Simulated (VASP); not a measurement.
# CaO (Lime) (Fm-3m) in VASP: a series of runs

One crystal, CaO (Lime), is run at these levels: PBE; tasks: relaxation of the atoms.

All numbers are computed with VASP 6.6.1; they aren't measurements. Logs are shortened: lines on timing, memory, paths and dates and some standing lists are left out, and cuts for length are marked.

## Step 1: The crystal as given

The structure is cubic, space group Fm-3m (No. 225). Conventional cell: a = 4.822 Å, b = 4.822 Å, c = 4.822 Å, α = 90.00°, β = 90.00°, γ = 90.00°. Around Ca (site symmetry m-3m) lie 6 O at 2.41 Å. Around O (site symmetry m-3m) lie 6 Ca at 2.41 Å.

## Step 2: Relaxation of the atoms, PBE (a relaxed cell with its volume scaled by 0.98)

The input, INCAR:

```
SYSTEM = CaO
  PREC = Accurate
  ENCUT = 300
  EDIFF = 1E-7
  ISMEAR = 0
  SIGMA = 0.03
  LREAL = .FALSE.
  LASPH = .TRUE.
  NELM = 80
  ALGO = Normal
  ISIF = 2
  LWAVE = .FALSE.
  LCHARG = .FALSE.
  GGA = PE
  IBRION = 2
  NSW = 40
  EDIFFG = -0.01
```

The input, KPOINTS:

```
regular mesh
0
G
  5 5 5
  0 0 0
```

The input, POSCAR:

```
CaO                                     
1.0
    0.0000000000      2.3946094039      2.3946094039
    2.3946094039      0.0000000000      2.3946094039
    2.3946094039      2.3946094039      0.0000000000
  Ca              O             
     1     1
Direct
     0.0000000000000000    0.0000000000000000    0.0000000000000000
     0.5000000000000000    0.5000000000000000    0.5000000000000000
```

Potentials or basis: VASP PAW PBE potentials, release 64 (Ca_sv, O_s).

On the command line:

```console
$ cat potpaw_PBE.64/Ca_sv/POTCAR potpaw_PBE.64/O_s/POTCAR > POTCAR
$ mpirun -np 1 vasp_std > vasp.out
```

OUTCAR:

```text
SYSTEM = CaO
   PREC = Accurate
   ENCUT = 300
   EDIFF = 1E-7
   ISMEAR = 0
   LREAL = .FALSE.
   LASPH = .TRUE.
   NELM = 80
   ISIF = 2
   GGA = PE
   IBRION = 2
   NSW = 40
   EDIFFG = -0.01

 ion  position               nearest neighbor table
   1  0.000  0.000  0.000-   2 2.39   2 2.39   2 2.39   2 2.39   2 2.39   2 2.39
   2  0.500  0.500  0.500-   1 2.39   1 2.39   1 2.39   1 2.39   1 2.39   1 2.39

  LATTYP: Found a face centered cubic cell.
 ALAT       =     4.7892188078

  Lattice vectors:

 A1 = (   0.0000000000,   2.3946094039,   2.3946094039)
 A2 = (   2.3946094039,   0.0000000000,   2.3946094039)
 A3 = (   2.3946094039,   2.3946094039,   0.0000000000)

Analysis of symmetry for initial positions (statically):
=====================================================================
 Subroutine PRICEL returns:
 Original cell was already a primitive cell.

 Routine SETGRP: Setting up the symmetry group for a
 face centered cubic supercell.

 Subroutine GETGRP returns: Found 48 space group operations
 (whereof 48 operations were pure point group operations)
 out of a pool of 48 trial point group operations.

The static configuration has the point symmetry O_h .

Analysis of symmetry for dynamics (positions and initial velocities):
=====================================================================
 Subroutine PRICEL returns:
 Original cell was already a primitive cell.

 Routine SETGRP: Setting up the symmetry group for a
 face centered cubic supercell.

 Subroutine GETGRP returns: Found 48 space group operations
 (whereof 48 operations were pure point group operations)
 out of a pool of 48 trial point group operations.

The dynamic configuration has the point symmetry O_h .

 Subroutine INISYM returns: Found 48 space group operations
 (whereof 48 operations are pure point group operations),
 and found     1 'primitive' translations

----------------------------------------------------------------------------------------

                                     Primitive cell

  volume of cell :      27.4621

  direct lattice vectors                    reciprocal lattice vectors
     0.000000000  2.394609404  2.394609404    -0.208802320  0.208802320  0.208802320
     2.394609404  0.000000000  2.394609404     0.208802320 -0.208802320  0.208802320
     2.394609404  2.394609404  0.000000000     0.208802320  0.208802320 -0.208802320

  length of vectors
     3.386489096  3.386489096  3.386489096     0.361656228  0.361656228  0.361656228

  position of ions in fractional coordinates (direct lattice)
     0.000000000  0.000000000  0.000000000
     0.500000000  0.500000000  0.500000000

  ion indices of the primitive-cell ions
   primitive index   ion index
                 1           1
                 2           2

----------------------------------------------------------------------------------------

 KPOINTS: regular mesh

Automatic generation of k-mesh.
 Grid dimensions read from file:
 generate k-points for:    5    5    5

 Generating k-lattice:

  Cartesian coordinates                     Fractional coordinates (reciprocal lattice)
    -0.041760464  0.041760464  0.041760464     0.200000000  0.000000000  0.000000000
     0.041760464 -0.041760464  0.041760464     0.000000000  0.200000000  0.000000000
     0.041760464  0.041760464 -0.041760464     0.000000000  0.000000000  0.200000000

  Length of vectors
     0.072331246  0.072331246  0.072331246

  Shift w.r.t. Gamma in fractional coordinates (k-lattice)
     0.000000000  0.000000000  0.000000000

 Subroutine IBZKPT returns following result:
 ===========================================

 Found     10 irreducible k-points:

 Following reciprocal coordinates:
            Coordinates               Weight
  0.000000  0.000000  0.000000      1.000000
  0.200000  0.000000  0.000000      8.000000
  0.400000  0.000000  0.000000      8.000000
  0.200000  0.200000  0.000000      6.000000
  0.400000  0.200000  0.000000     24.000000
 -0.400000  0.200000  0.000000     24.000000
 -0.200000  0.200000  0.000000     12.000000
  0.400000  0.400000  0.000000      6.000000
 -0.400000  0.400000  0.000000     12.000000
 -0.400000  0.400000  0.200000     24.000000
   k-points           NKPTS =     10   k-points in BZ     NKDIM =     10   number of bands    NBANDS=     12
   number of dos      NEDOS =    301   number of ions     NIONS =      2
   total plane-waves  NPLWV =   8000
   dimension x,y,z NGX =    20 NGY =   20 NGZ =   20
   dimension x,y,z NGXF=    40 NGYF=   40 NGZF=   40
   ions per type =               1   1
   NGX,Y,Z   is equivalent  to a cutoff of   9.82,  9.82,  9.82 a.u.
   NGXF,Y,Z  is equivalent  to a cutoff of  19.64, 19.64, 19.64 a.u.
 SYSTEM =  CaO
   PREC   = accura    normal or accurate (medium, high low for compatibility)
   ISTART =      0    job   : 0-new  1-cont  2-samecut
   ICHARG =      2    charge: 1-file 2-atom 10-const
   ISPIN  =      1    spin polarized calculation?
   LNONCOLLINEAR =      F non collinear calculations
   LSORBIT =      F    spin-orbit coupling
   LASPH  =      T    aspherical Exc in radial PAW
   ENCUT  =  300.0 eV  22.05 Ry    4.70 a.u.   4.78  4.78  4.78*2*pi/ulx,y,z
   NELM   =     80;   NELMIN=  2; NELMDL= -5     # of ELM steps
   EDIFF  = 0.1E-06   stopping-criterion for ELM
   LREAL  =      F    real-space projection
   EDIFFG = -.1E-01   stopping-criterion for IOM
   NSW    =     40    number of steps for IOM
   IBRION =      2    ionic relax: 0-MD 1-quasi-New 2-CG
   NFREE  =      1    steps in history (QN), initial steepest desc. (CG)
   ISIF   =      2    stress and relaxation
   ISYM   =      2    0-nonsym 1-usesym 2-fastsym
   POTIM  = 0.5000    time-step for ionic-motion
   TEBEG  =    0.0;   TEEND  =   0.0 temperature during run
   PSTRESS=    0.0 pullay stress
   NELECT =      16.0000    total number of electrons
   NUPDOWN=      -1.0000    fix difference up-down
   EMIN   =  10.00;   EMAX   =-10.00  energy-range for DOS
   EFERMI =   0.00;   METHOD = LEGACY
   ISMEAR =     0;   SIGMA  =   0.03  broadening in eV -4-tet -1-fermi 0-gaus
   EFERMI_NEDOS =   21; number of points for ismear=-14 and -15
   IALGO  =     38    algorithm
   IMIX   =      4    mixing-type and parameters
     AMIX     =   0.40;   BMIX     =  1.00
     AMIX_MAG =   1.60;   BMIX_MAG =  1.00
  volume/ion in A,a.u.               =      13.73        92.66
  Fermi-wavevector in a.u.,A,eV,Ry     =   1.367320  2.583860 25.436959  1.869564
  Thomas-Fermi vector in A             =   2.493383
   LORBIT       =      0    0 simple, 1 ext, 2 COOP (PROOUT), +10 PAW based schemes
   GGA     = PE    functional components
   LHFCALC =     F    Hartree Fock is set to
   AEXX    =    0.0000 exact exchange contribution
   IVDW    =     0    specifies the selected vdW correction
   LEPSILON=     F    determine dielectric tensor
   LRPA    =     F    only Hartree local field effects (RPA)
 conjugate gradient relaxation of ions
 non-spin polarized calculation
 Gauss-broadening in eV      SIGMA  =   0.03
  energy-cutoff  :      300.00
  volume of cell :       27.46
 maximum number of plane-waves:       331
   NGX =  9   NGY =  9   NGZ =  9

 number of electron      15.9999991 magnetization

 Free energy of the ion-electron system (eV)
  ---------------------------------------------------
  ext. energy  EPLUGINS =         0.00000000
  ---------------------------------------------------
  free energy    TOTEN  =       -12.80048304 eV

  energy without entropy =      -12.80048304  energy(sigma->0) =      -12.80048304

 E-fermi :   2.8392     XC(G=0): -10.5295

 val. band max:        2.6160016567   @ k =   0.0000   0.0000   0.0000
 cond. band min:       6.4390707940   @ k =   0.4000   0.4000   0.0000
 fundamental gap:      3.8230691372
 Fermi energy:         2.8391959128

 k-point     1 :       0.0000    0.0000    0.0000
  band No.  band energies     occupation
      1     -34.9746      2.00000
      2     -15.7323      2.00000
      3     -15.7323      2.00000
      4     -15.7323      2.00000
      5     -12.9263      2.00000
      6       2.6160      2.00000
      7       2.6160      2.00000
      8       2.6160      2.00000
      9       7.4326      0.00000
     10       8.8730      0.00000
     11       8.8730      0.00000
     12       8.8730      0.00000

 k-point     2 :       0.2000    0.0000    0.0000
  band No.  band energies     occupation
      1     -34.9376      2.00000
      2     -16.2158      2.00000
      3     -15.7512      2.00000
      4     -15.7512      2.00000
      5     -12.4154      2.00000
      6       1.4801      2.00000
      7       2.1353      2.00000
      8       2.1353      2.00000
      9       8.7774      0.00000
     10       9.0278      0.00000
     11       9.5243      0.00000
     12       9.5243      0.00000

 k-point     3 :       0.4000    0.0000    0.0000
  band No.  band energies     occupation
      1     -34.8769      2.00000
      2     -16.8066      2.00000
      3     -15.7817      2.00000
      4     -15.7817      2.00000
      5     -11.7779      2.00000
      6       0.1531      2.00000
      7       1.4923      2.00000
      8       1.4923      2.00000
      9       9.4786      0.00000
     10      10.7820      0.00000
     11      10.7820      0.00000
     12      10.9586      0.00000
[... 76 lines left out ...]
 k-point     9 :      -0.4000    0.4000    0.0000
  band No.  band energies     occupation
      1     -34.8351      2.00000
      2     -16.2848      2.00000
      3     -16.2183      2.00000
      4     -15.9248      2.00000
      5     -12.4098      2.00000
      6       1.3753      2.00000
      7       1.5394      2.00000
      8       1.9478      2.00000
      9       7.2920      0.00000
     10      11.0512      0.00000
     11      11.1442      0.00000
     12      11.9041      0.00000

 k-point    10 :      -0.4000    0.4000    0.2000
  band No.  band energies     occupation
      1     -34.8420      2.00000
      2     -16.4288      2.00000
      3     -16.0768      2.00000
      4     -15.9669      2.00000
      5     -12.2077      2.00000
      6       1.0084      2.00000
      7       1.5648      2.00000
      8       1.7191      2.00000
      9       8.2880      0.00000
     10       9.9031      0.00000
     11      11.1743      0.00000
     12      11.8879      0.00000

------------------------ aborting loop because EDIFF is reached ----------------------------------------

  FORCE on cell =-STRESS in cart. coord.  units (eV):
  Direction    XX          YY          ZZ          XY          YZ          ZX
  --------------------------------------------------------------------------------------
  -------------------------------------------------------------------------------------
  Total        0.4065049      0.4065049      0.4065049      0.0000000      0.0000000      0.0000000
  in kB       23.7160490     23.7160490     23.7160490      0.0000000      0.0000000      0.0000000
  external PRESSURE =      23.7160490 kB  Pullay stress =       0.0000000 kB

 VOLUME and BASIS-vectors are now :
 -----------------------------------------------------------------------------
  energy-cutoff  :      300.00
  volume of cell :       27.46
      direct lattice vectors                 reciprocal lattice vectors
     0.000000000  2.394609404  2.394609404    -0.208802320  0.208802320  0.208802320
     2.394609404  0.000000000  2.394609404     0.208802320 -0.208802320  0.208802320
     2.394609404  2.394609404  0.000000000     0.208802320  0.208802320 -0.208802320

 POSITION                                       TOTAL-FORCE (eV/Angst)
 -----------------------------------------------------------------------------------
      0.00000      0.00000      0.00000        -0.000000     -0.000000      0.000000
      2.39461      2.39461      2.39461         0.000000      0.000000     -0.000000
 -----------------------------------------------------------------------------------
    total drift:                                0.000000     -0.000000      0.000000

  FREE ENERGIE OF THE ION-ELECTRON SYSTEM (eV)
  ---------------------------------------------------
  free  energy   TOTEN  =       -12.8004830399 eV

  energy  without entropy=      -12.8004830399  energy(sigma->0) =      -12.80048304

 reached required accuracy - stopping structural energy minimisation
```

It used 4.1 s of CPU time on 1 thread of Intel(R) Xeon(R) Platinum 8488C (Sapphire Rapids), on a shared host, which was overloaded at the time.

What came out:

- Free energy: -12.8005 eV
- Band gap on the k mesh: 3.82 eV, indirect (least direct gap 4.19 eV)

Final structure:
```
CELL_PARAMETERS angstrom
0.00000 2.39461 2.39461
2.39461 0.00000 2.39461
2.39461 2.39461 0.00000
ATOMIC_POSITIONS crystal
Ca 0.00000 0.00000 0.00000
O 0.50000 0.50000 0.50000
```

Levels at points of the mesh, in eV from the valence-band top:
| k point | band 6 | band 7 | band 8 | band 9 | band 10 | band 11 |
| --- | --- | --- | --- | --- | --- | --- |
| (0.00, 0.00, 0.00) | 0.00 | 0.00 | 0.00 | 4.82 | 6.26 | 6.26 |

Caveat: the k mesh is coarse (spacing up to 0.45 Å⁻¹), so the values aren't converged; the cutoff is under 1.25 times the usual one of these potentials, so pressure, stress and relaxed cells hold a basis-set (Pulay) error; the relaxation stopped at its first step, so nothing moved; an odd mesh through Γ misses points on the zone boundary, where band edges often lie.

## Step 3: Relaxation of the atoms, PBE

INCAR is that of step 2.

KPOINTS is that of step 2.

The input, POSCAR:

```
CaO                                     
1.0
    0.0000000000      2.4107896880      2.4107896880
    2.4107896880      0.0000000000      2.4107896880
    2.4107896880      2.4107896880      0.0000000000
  Ca              O             
     1     1
Direct
     0.0000000000000000    0.0000000000000000    0.0000000000000000
     0.5000000000000000    0.5000000000000000    0.5000000000000000
```

Potentials or basis: VASP PAW PBE potentials, release 64 (Ca_sv, O_s).

On the command line:

```console
$ cat potpaw_PBE.64/Ca_sv/POTCAR potpaw_PBE.64/O_s/POTCAR > POTCAR
$ mpirun -np 1 vasp_std > vasp.out
```

It used 3.8 s of CPU time on 1 thread of Intel(R) Xeon(R) Platinum 8488C (Sapphire Rapids) (shared host), which was overloaded at the time.

The run converged. Its results:

```
Free energy            : -12.8085 eV
Band gap on the k mesh : 3.83 eV, indirect (least direct gap 4.20 eV)
```

Final structure:
```yaml
crystal:
  lattice:
    - [0.00000, 2.41079, 2.41079]
    - [2.41079, 0.00000, 2.41079]
    - [2.41079, 2.41079, 0.00000]
  atoms:
    - { symbol: Ca, position: [0.00000, 0.00000, 0.00000] }
    - { symbol: O, position: [0.50000, 0.50000, 0.50000] }
```

Levels at points of the mesh, in eV from the valence-band top:
| k point | band 5 | band 6 | band 7 | band 8 | band 9 | band 10 | band 11 | band 12 |
| --- | --- | --- | --- | --- | --- | --- | --- | --- |
| (0.00, 0.00, 0.00) | -15.50 | 0.00 | 0.00 | 0.00 | 4.65 | 6.21 | 6.21 | 6.21 |

Caveat: the k mesh is coarse (spacing up to 0.45 Å⁻¹), so the values aren't converged; the cutoff is under 1.25 times the usual one of these potentials, so pressure, stress and relaxed cells hold a basis-set (Pulay) error; the relaxation stopped at its first step, so nothing moved; an odd mesh through Γ misses points on the zone boundary, where band edges often lie.
